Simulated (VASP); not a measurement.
Au:

```
Au
1.0
     0.00000    2.03500    2.03500
     2.03500    0.00000    2.03500
     2.03500    2.03500    0.00000
Au
1
Direct
  0.00000 0.00000 0.00000
```

| Quantity | Value |
| --- | --- |
| Program | VASP 6.6.1 |
| Task | relaxation of cell and atoms |
| Functional | PBE |
| Potentials or basis | VASP PAW PBE potentials, release 54 (Au) |
| Cutoff | 600 eV |
| k mesh | 11 × 11 × 11 |
| Occupations | fermi-dirac, width 0.05 eV |
| Spin | no spin polarisation |

At the start: pressure 10.6 GPa; volume 16.85 Å³/atom.

How do energy, volume and symmetry change on relaxing?

Over 4 steps the energy falls by 33.1 meV/atom and the volume is 17.95 Å³/atom (+6.5 %); space group Fm-3m (No. 225, to 0.05 Å).

Step by step:
```tsv
step	energy change (eV)	largest force (eV/Å)	pressure (GPa)	volume (Å³)
1	0.0000	0.0000	10.65	16.85
2	0.0310	0.0000	-10.31	19.74
3	-0.0331	0.0000	-0.20	17.97
4	-0.0331	0.0000	-0.07	17.95
```

Final structure:
```cif
data_structure
_symmetry_space_group_name_H-M 'P 1'
_symmetry_Int_Tables_number 1
_cell_length_a 2.9387
_cell_length_b 2.9387
_cell_length_c 2.9387
_cell_angle_alpha 60.000
_cell_angle_beta 60.000
_cell_angle_gamma 60.000
_cell_volume 17.95
loop_
_atom_site_label
_atom_site_type_symbol
_atom_site_fract_x
_atom_site_fract_y
_atom_site_fract_z
_atom_site_occupancy
Au1 Au 0.00000 0.00000 0.00000 1
```
